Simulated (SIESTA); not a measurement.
**Worked example: self-consistent single point of BaSnO3 (Pm-3m, 5 atoms in the cell) in SIESTA**

Computed with GGA PBE, numerical atomic orbitals DZP, PseudoDojo PBE standard norm-conserving potentials (rewritten from UPF to PSML) run with SIESTA 5.4.2.

The input file:

```
# files in the folder: Ba.psml Sn.psml O.psml (PseudoDojo PBE standard)
SystemName  BaSnO3
SystemLabel BaSnO3

NumberOfAtoms                5
NumberOfSpecies              3
%block ChemicalSpeciesLabel
  1 56 Ba
  2 50 Sn
  3 8 O
%endblock ChemicalSpeciesLabel
LatticeConstant              4.142227 Ang
%block LatticeVectors
     1.000000000    0.000000000    0.000000000
     0.000000000    1.000000000    0.000000000
     0.000000000    0.000000000    1.000000000
%endblock LatticeVectors
AtomicCoordinatesFormat      Bohr
%block AtomicCoordinatesAndAtomicSpecies
     3.913837288    3.913837288    3.913837288  1
     0.000000000    0.000000000    0.000000000  2
     0.000000000    3.913837288    0.000000000  3
     3.913837288    0.000000000    0.000000000  3
     0.000000000    0.000000000    3.913837288  3
%endblock AtomicCoordinatesAndAtomicSpecies

XC.functional                GGA
XC.authors                   PBE
PAO.BasisSize                DZP
PAO.EnergyShift              0.01 Ry
MeshCutoff                   400 Ry
%block kgrid.MonkhorstPack
    4   0   0  0.0
    0   4   0  0.0
    0   0   4  0.0
%endblock kgrid.MonkhorstPack
OccupationFunction           FD
ElectronicTemperature        0.05 eV

MaxSCFIterations             150
SCF.Mixer.Method             Broyden
SCF.Mixer.Weight             0.2
SCF.Mixer.History            8
SCF.DM.Tolerance             1.0E-05
Diag.ParallelOverK           true
WriteForces                  true
```

Output, abridged:

```
reinit: Reading from file input.fdf

reinit: System Name: BaSnO3
reinit: System Label: BaSnO3

coor:   Atomic-coordinates input format  =     Cartesian coordinates
coor:                                            (in Bohr units)

siesta: Atomic coordinates (Bohr) and species
siesta:      3.91384   3.91384   3.91384  1        1
siesta:      0.00000   0.00000   0.00000  2        2
siesta:      0.00000   3.91384   0.00000  3        3
siesta:      3.91384   0.00000   0.00000  3        4
siesta:      0.00000   0.00000   3.91384  3        5

siesta: System type = bulk

initatomlists: Number of atoms, orbitals, and projectors:      5    66    89

siesta: ******************** Simulation parameters ****************************
redata: Spin configuration                          = none
redata: Time-Reversal Symmetry                      = T
redata: Number of Atomic Species                    =        3
redata: Mesh Cutoff                                 =   400.0000 Ry
redata: Net charge of the system                    =     0.0000 |e|
redata: Min. number of SCF Iter                     =        0
redata: Max. number of SCF Iter                     =      150
redata: SCF convergence failure will abort job
redata: SCF mix quantity                            = Hamiltonian
redata: Mix DM or H after convergence               =   F
redata: Recompute H after scf cycle                 =   F
redata: Mix DM in first SCF step                    =   T
redata: No kicks to SCF
redata: DM Mixing Weight for Kicks                  =     0.5000
redata: Require Harris convergence for SCF          =   F
redata: Harris energy tolerance for SCF             =     0.000100 eV
redata: Require DM convergence for SCF              =   T
redata: DM tolerance for SCF                        =     0.000010
redata: Require EDM convergence for SCF             =   F
redata: EDM tolerance for SCF                       =     0.001000 eV
redata: Require H convergence for SCF               =   T
redata: Hamiltonian tolerance for SCF               =     0.001000 eV
redata: Require (free) Energy convergence for SCF   =   F
redata: (free) Energy tolerance for SCF             =     0.000100 eV
redata: Using DFT-D3 dispersion                     =   F
redata: Using Saved Data (generic)                  =   F
redata: Method of Calculation                       = Diagonalization
redata: Electronic Temperature                      =   580.2259 K
redata: Number of TDED substeps                     =        3
redata: Dynamics option                             = Single-point calculation
redata: Save all siesta data in one NC              =   F
redata: ***********************************************************************

%block SCF.Mixers
  Broyden
%endblock SCF.Mixers

%block SCF.Mixer.Broyden
  # Mixing method
  method broyden

  # Mixing options
  weight 0.2000
  weight.linear 0.2000
  weight.prime 0.2000
  history 8
%endblock SCF.Mixer.Broyden

DM_history_depth set to one: no extrapolation allowed by default for geometry relaxation
Size of DM history Fstack: 1
Total number of electrons:    42.000000
Total ionic charge:    42.000000

* ProcessorY, Blocksize:    1  64

* Orbital distribution balance (max,min):    66    66

k-point displ. along   1 input, could be:     0.00    0.50
k-point displ. along   2 input, could be:     0.00    0.50
k-point displ. along   3 input, could be:     0.00    0.50
 Kpoints in:           48 . Kpoints trimmed:           44

siesta: k-grid: Number of k-points = 44
siesta: k-points from Monkhorst-Pack grid
siesta: k-cutoff (effective) =     8.284 Ang
siesta: k-point supercell and displacements
siesta: k-grid:     4     0     0      0.000
siesta: k-grid:     0     4     0      0.000
siesta: k-grid:     0     0     4      0.000

diag: Algorithm                                     = D&C
diag: Parallel over k                               =   F
diag: Use parallel 2D distribution                  =   F
diag: Parallel block-size                           = 64
diag: Parallel distribution                         =     1 x     1
diag: Used triangular part                          = Lower
diag: Absolute tolerance                            =  0.100E-15
diag: Orthogonalization factor                      =  0.100E-05
diag: Memory factor                                 =  1.0000

superc: Internal auxiliary supercell:     5 x     5 x     5  =     125
superc: Number of atoms, orbitals, and projectors:    625   8250  11125

                        Single-point calculation

superc: Internal auxiliary supercell:     5 x     5 x     5  =     125
superc: Number of atoms, orbitals, and projectors:    625   8250  11125

outcell: Unit cell vectors (Ang):
        4.142227    0.000000    0.000000
        0.000000    4.142227    0.000000
        0.000000    0.000000    4.142227

outcell: Cell vector modules (Ang)   :    4.142227    4.142227    4.142227
outcell: Cell angles (23,13,12) (deg):     90.0000     90.0000     90.0000
outcell: Cell volume (Ang**3)        :     71.0725
new_DM -- step:     1
Initializing Density Matrix...

Attempting to read DM from file... Failed...
DM filled with atomic data:

InitMesh: MESH = 50 x 50 x 50 = 125000
InitMesh: Mesh cutoff (required, used) =   400.000   402.693 Ry

stepf: Fermi-Dirac step function

        iscf     Eharris(eV)        E_KS(eV)     FreeEng(eV)     dDmax    Ef(eV) dHmax(eV)
   scf:    1    -4233.064797    -4252.482045    -4252.482045  1.754088 -7.092144  7.404197
   scf:    2    -4259.341514    -4256.382377    -4256.382377  0.244174 -6.962078  4.618096
   scf:    3    -4257.851838    -4257.437668    -4257.437694  0.219065 -6.647966  1.797469
   scf:    4    -4257.525691    -4257.490176    -4257.490975  0.080784 -6.927960  0.236768
   scf:    5    -4257.492998    -4257.493497    -4257.494966  0.020096 -6.891095  0.050668
   scf:    6    -4257.494113    -4257.493914    -4257.495349  0.003032 -6.880658  0.027520
   [... 4 lines left out ...]
   scf:   11    -4257.493832    -4257.493835    -4257.495368  0.000066 -6.881072  0.001199
   scf:   12    -4257.493834    -4257.493834    -4257.495368  0.000040 -6.880993  0.000731
   scf:   13    -4257.493834    -4257.493834    -4257.495368  0.000028 -6.880949  0.000386
   scf:   14    -4257.493834    -4257.493834    -4257.495368  0.000016 -6.880914  0.000194
   scf:   15    -4257.493834    -4257.493834    -4257.495368  0.000009 -6.880893  0.000123

SCF Convergence by DM+H criterion
max |DM_out - DM_in|         :     0.0000094191
max |H_out - H_in|      (eV) :     0.0001225796
SCF cycle converged after 15 iterations

Using DM_out to compute the final energy and forces

siesta: E_KS(eV) =            -4257.4938

siesta: E_KS - E_eggbox =     -4257.4938

siesta: Atomic forces (eV/Ang):
     1    0.000000    0.000000    0.000000
     2   -0.000000   -0.000000   -0.000000
     3    0.000000    0.000000    0.000000
     4    0.000000    0.000000    0.000000
     5    0.000000    0.000000    0.000000
   Tot    0.000000    0.000000    0.000000
   Max    0.000000
   Res    0.000000    sqrt( Sum f_i^2 / 3N )
   Max    0.000000    constrained

Stress tensor Voigt[x,y,z,yz,xz,xy] (kbar):      -67.21      -67.21      -67.21        0.00        0.00        0.00
(Free)E + p*V (eV/cell)    -4254.5137
Target enthalpy (eV/cell)    -4257.4954

siesta: Program's energy decomposition (eV):
siesta: Ebs     =      -765.071580
siesta: Eions   =      4998.965118
siesta: Ena     =       654.232074
siesta: Ekin    =      2388.388200
siesta: Enl     =     -1185.788768
siesta: Eso     =         0.000000
siesta: Edftu   =         0.000000
siesta: DEna    =         9.855728
siesta: DUscf   =         2.605550
siesta: DUext   =         0.000000
siesta: Ex      =     -1055.749424
siesta: Ec      =       -72.072075
siesta: Exc     =     -1127.821500
siesta: Eharris =     -4257.493834
siesta: Etot    =     -4257.493834
siesta: FreeEng =     -4257.495368

siesta: Stress tensor (static) (eV/Ang**3):
siesta:    -0.041952    0.000000    0.000000
siesta:     0.000000   -0.041952    0.000000
siesta:     0.000000    0.000000   -0.041952

siesta: Cell volume =         71.072515 Ang**3

siesta: Pressure (static):
siesta:                Solid            Molecule  Units
siesta:           0.00045691          0.00045691  Ry/Bohr**3
siesta:           0.04195192          0.04195192  eV/Ang**3
siesta:          67.21439327         67.21439317  kBar
```

The run converged in 15 iterations.

The starting cell comes from a database of computed structures (which also holds hypothetical and non-ambient phases and stackings), without a prior relaxation at this level. Its lattice was rescaled by a random factor within 2.5 % of one. Values carry the incompleteness of an atom-centred basis. With a pressure of about 7 GPa the cell is away from its equilibrium volume at this level.

Cost on one core of a shared machine: roughly 50 s.
